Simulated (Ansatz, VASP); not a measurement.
# CaO in VASP and in Ansatz

INCAR

```
SYSTEM = CaO
PREC = Accurate ; ENCUT = 520
EDIFF = 1E-7 ; ISMEAR = 0
SIGMA = 0.05 ; LREAL = .False.
LASPH = .True. ; NELM = 80
ALGO = Normal ; ISIF = 2
LWAVE = .False. ; LCHARG = .False.
GGA = PE ; NBANDS = 24
```

Contents of KPOINTS:

```
Automatic mesh
0
Gamma
  9 9 6
  0 0 0
```

File POSCAR:

```
CaO
1.0
    3.9919758245      0.0000000000      0.0000000000
   -1.9959879122      3.4571524753      0.0000000000
    0.0000000000      0.0000000000      4.7848400100
Ca O
2 2
Direct
    0.3333333300      0.6666666700      0.7500000000
    0.6666666700      0.3333333300      0.2500000000
    0.3333333300      0.6666666700      0.2500000000
    0.6666666700      0.3333333300      0.7500000000
```

Input for Ansatz:

```yaml
crystal:
  lattice:
    - [3.9919758245, 0.0, 0.0]
    - [-1.9959879122, 3.4571524753, 0.0]
    - [0.0, 0.0, 4.78484001]
  atoms:
    - { symbol: Ca, position: [0.33333333, 0.66666667, 0.75] }
    - { symbol: Ca, position: [0.66666667, 0.33333333, 0.25] }
    - { symbol: O, position: [0.33333333, 0.66666667, 0.25] }
    - { symbol: O, position: [0.66666667, 0.33333333, 0.75] }
basis:
  ecutwfc: 420
  fft_grid_basis: typed
kpoints:
  mp_grid: { grid: [9, 9, 6] }
hamiltonian:
  xc: pbe
  pseudopotentials: { kind: paw }
scf:
  occupations: { method: gaussian, width: 0.05 }
output:
  forces: true
  stress: true
  eigenvalues: true
  bader: true
  write_density: true
  volumetric_format: npy
  elf: true
```

The cell comes from a database or a generator and needn't be the stable form of this composition.

Alike in both runs: task single point; functional PBE; k mesh 9 × 9 × 6; occupations gaussian, width 0.05 eV; no spin polarisation.

|  | VASP | Ansatz |
| --- | --- | --- |
| version | VASP 6.6.1 | Ansatz 0.2.0 |
| potentials or method | VASP PAW PBE potentials, release 64 (Ca_sv, O) | scalar-relativistic, plane waves, PAW |
| plane-wave cutoff (eV) | 520 | 420 |
| valence electrons in the cell | 32 | 32 |

```tsv
	VASP	Ansatz	Ansatz less VASP
gap on the k mesh at the Fermi level (eV)	3.16	3.18	+0.015
pressure (GPa)	1.5	1.0	-0.50
largest component of the traceless stress (GPa)	0.25	0.22	-0.021
```

Caveats: an odd mesh through Γ misses points on the zone boundary, where band edges often lie.
